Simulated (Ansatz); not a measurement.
Ge under changes of volume

One of the cells (18.524 Å³/atom); the others are scaled copies at fixed shape and fractional positions:

```
Ge
1.0
    -2.57449    2.57449    1.39741
     2.57449   -2.57449    1.39741
     2.57449    2.57449   -1.39741
Ge
2
Cartesian
  0.0000 0.0000 1.3974
  2.5745 0.0000 0.6987
```

This isn't the form of Ge at room conditions, which is diamond.

| Item | Value |
| --- | --- |
| Program | Ansatz 0.2.0 |
| Functional | PBEsol |
| Potentials or basis | all-electron LAPW, scalar-relativistic |
| Cutoff | 276 eV (chosen from the basis error) |
| Basis error allowed | 0.0005 eV/atom |
| k mesh | 11 × 11 × 11 |
| Occupations | fermi-dirac, width 0.05 eV |
| Spin | no spin polarisation |

| volume (Å³/atom) | energy over the lowest point (meV/atom) | pressure (GPa) |
| --- | --- | --- |
| 17.413 | ? | ? |
| 17.783 | 4.85 | 2.8 |
| 18.154 | 0.49 | 1.0 |
| 18.524 | 0.00 | -0.6 |
| 18.895 | 3.00 | -2.0 |
| 19.265 | 9.16 | -3.3 |
| 19.636 | 18.18 | -4.5 |

Task: What does the run at 17.413 Å³/atom give?

Result: Energy over the lowest point 13.54 meV/atom; pressure 4.8 GPa.

Worked out: A Birch-Murnaghan fit of order 3 (a polynomial in V^(-2/3)) to the other rows has its minimum at 18.39 Å³/atom with B0 = V·E''(V) = 78 GPa and B' = 4.0 at fixed shape and positions, which overstates the stiffness. It gives 13.47 meV/atom at 17.413 Å³/atom, against the run's 13.54, and -dE/dV = 4.7 GPa, against 4.8.

Energies are extrapolated to zero smearing.
